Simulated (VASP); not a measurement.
O2SnH2, 5 atoms in the cell. The cell holds a molecule in a box, 5 atoms: a = 13.000 Å, b = 11.000 Å, c = 11.000 Å, α = 90.00°, β = 90.00°, γ = 90.00°. 

```yaml
Program: VASP 6.6.1
Task: single point
Functional: LDA
Potentials_or_basis: VASP PAW LDA potentials, release 64 (O, Sn_d, H)
Cutoff: 520 eV
k_mesh: 1 × 1 × 1
Occupations: gaussian, width 0.01 eV
Spin: no spin polarisation
Further_INCAR_settings: ALGO = Normal; EDIFF = 1e-06
```

Potentials or basis: VASP PAW LDA potentials, release 64 (O, Sn_d, H).

The run is started by

```sh
$ cat potpaw_LDA.64/O/POTCAR potpaw_LDA.64/Sn_d/POTCAR potpaw_LDA.64/H/POTCAR > POTCAR
$ mpirun -np 1 vasp_gam > vasp.out
```

Hardware: 1 thread of Intel(R) Xeon(R) Platinum 8488C (Sapphire Rapids), with other jobs on the host.

Q: Estimate the wall time of this run.

A: Wall time 78 s on 1 thread of Intel(R) Xeon(R) Platinum 8488C (Sapphire Rapids) (shared host), peak memory 0.79 GiB. Counts: scf iterations 25, k points 1.
